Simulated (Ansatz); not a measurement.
An Ansatz input and the part of its output that reports the observables at the nuclei.

The cell is a Materials Project structure (computed, not necessarily an observed phase) whose atoms were relaxed with PBE, the cell held.

```yaml
crystal:
  lattice:
    - [2.9605408588, 0.0, 0.0]
    - [-1.4802704294, 2.5639035926, 0.0]
    - [0.0, 0.0, 29.41562071]
  atoms:
    - { symbol: Mg, position: [0.3333333333, 0.6666666667, 0.8350216441] }
    - { symbol: Mg, position: [0.6666666667, 0.3333333333, 0.1649783559] }
    - { symbol: Mg, position: [0.6666666667, 0.3333333333, 0.3350216441] }
    - { symbol: Mg, position: [0.3333333333, 0.6666666667, 0.6649783559] }
    - { symbol: Mg, position: [0.3333333333, 0.6666666667, 0.4174906594] }
    - { symbol: Mg, position: [0.6666666667, 0.3333333333, 0.5825093406] }
    - { symbol: Mg, position: [0.6666666667, 0.3333333333, 0.9174906594] }
    - { symbol: Mg, position: [0.3333333333, 0.6666666667, 0.0825093406] }
    - { symbol: Mg, position: [0.0, 0.0, 0.25] }
    - { symbol: Mg, position: [0.0, 0.0, 0.75] }
    - { symbol: Mg, position: [0.0, 0.0, 0.0] }
    - { symbol: Mg, position: [0.0, 0.0, 0.5] }
    - { symbol: O, position: [0.3333333333, 0.6666666667, 0.958757933] }
    - { symbol: O, position: [0.6666666667, 0.3333333333, 0.041242067] }
    - { symbol: O, position: [0.6666666667, 0.3333333333, 0.458757933] }
    - { symbol: O, position: [0.3333333333, 0.6666666667, 0.541242067] }
    - { symbol: O, position: [0.3333333333, 0.6666666667, 0.2060806597] }
    - { symbol: O, position: [0.6666666667, 0.3333333333, 0.7939193403] }
    - { symbol: O, position: [0.6666666667, 0.3333333333, 0.7060806597] }
    - { symbol: O, position: [0.3333333333, 0.6666666667, 0.2939193403] }
    - { symbol: O, position: [0.0, 0.0, 0.1237325268] }
    - { symbol: O, position: [0.0, 0.0, 0.8762674732] }
    - { symbol: O, position: [0.0, 0.0, 0.6237325268] }
    - { symbol: O, position: [0.0, 0.0, 0.3762674732] }
kpoints:
  mp_grid: { grid: [9, 9, 1] }
scf:
  occupations: { method: fermi_dirac, width: 0.02 }
hamiltonian:
  xc: r2scan
  pseudopotentials: { kind: paw, frozen_core: stored }
output:
  forces: true
  stress: true
  populations: true
  efg: { quadrupole_moments_barn: { Mg: 0.1994, O: -0.02558 } }
```

```sh
ansatz run input.yaml --threads 1 --pin off --max-ram 3072MiB --backend cpu --events-out ev --progress --plain --runs-dir out
```

Of the output, the block on the nuclei alone is shown; the set-up, the SCF iterations, energies, forces and stress are cut. One atom of each set with nearly equal values is shown.

```
--- PAW observables at the nuclei: V_zz in 10²¹ V/m², potentials from the cell's mean, atoms counted from 1 ---
  atom   1  Mg V_zz =    +0.002761   η = 0.0000   by run symmetry: allowed   C_q = +0.0133 MHz
            electrostatic potential = -1105.662342 V   contact ρ = none
  atom   5  Mg V_zz =    -0.027471   η = 0.0000   by run symmetry: allowed   C_q = -0.1324 MHz
            electrostatic potential = -1105.690083 V   contact ρ = none
  atom   9  Mg V_zz =    -0.815502   η = 0.0000   by run symmetry: allowed   C_q = -3.9319 MHz
            electrostatic potential = -1104.871662 V   contact ρ = none
  atom  13  O  V_zz =    +0.106088   η = 0.0000   by run symmetry: allowed   C_q = -0.0656 MHz
            electrostatic potential = -624.437800 V   contact ρ = none
  atom  17  O  V_zz =    -1.158564   η = 0.0000   by run symmetry: allowed   C_q = +0.7166 MHz
            electrostatic potential = -624.306055 V   contact ρ = none
  atom  21  O  V_zz =    +0.112606   η = 0.0000   by run symmetry: allowed   C_q = -0.0696 MHz
            electrostatic potential = -624.429574 V   contact ρ = none
```

The run took 14 s of wall time (14 s of CPU time) and 1.2 GiB at its peak, on 1 thread of AMD EPYC 9R45 (Zen 5) (x86_64; 16 cores open to the job, memory cap 3.0 GiB, no GPU), a shared host with a load of 0.2 a core.
